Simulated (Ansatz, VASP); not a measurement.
## BN: VASP beside Ansatz

```
CELL_PARAMETERS angstrom
2.54395 0.00000 0.00000
-1.27198 2.20313 0.00000
0.00000 0.00000 4.20782
ATOMIC_POSITIONS crystal
B 0.33333 0.66667 0.00020
B 0.66667 0.33333 0.50020
N 0.33333 0.66667 0.37480
N 0.66667 0.33333 0.87480
```

Alike in both runs: task single point; functional PBE; k mesh 9 × 9 × 4; occupations methfessel-paxton of order 1, width 0.05 eV; no spin polarisation.

```csv
,VASP,Ansatz
version,VASP 6.6.1,Ansatz 0.2.0
potentials or method,"VASP PAW PBE potentials, release 64 (B, N)",plane waves
plane-wave cutoff (eV),520,420
valence electrons in the cell,16,16
```

Ansatz gave:

| Quantity | Value |
| --- | --- |
| gap on the k mesh at the Fermi level (eV) | 5.21 |
| pressure (GPa) | 4.7 |
| largest component of the traceless stress (GPa) | 0.07 |
| rms of the force components (eV/Å) | 0.003 |

Q: Which values does VASP return?

A: gap on the k mesh at the Fermi level (eV): 5.19; pressure (GPa): 4.9; largest component of the traceless stress (GPa): 0.11; rms of the force components (eV/Å): 0.005.

Atom by atom the forces differ by 0.001 eV/Å (rms over components). The functional is the same, so the differences come from potentials, cutoffs and numerics.

Caveats: an odd mesh through Γ misses points on the zone boundary, where band edges often lie. PBE gaps usually lie below the measured ones, often by a third to a half.
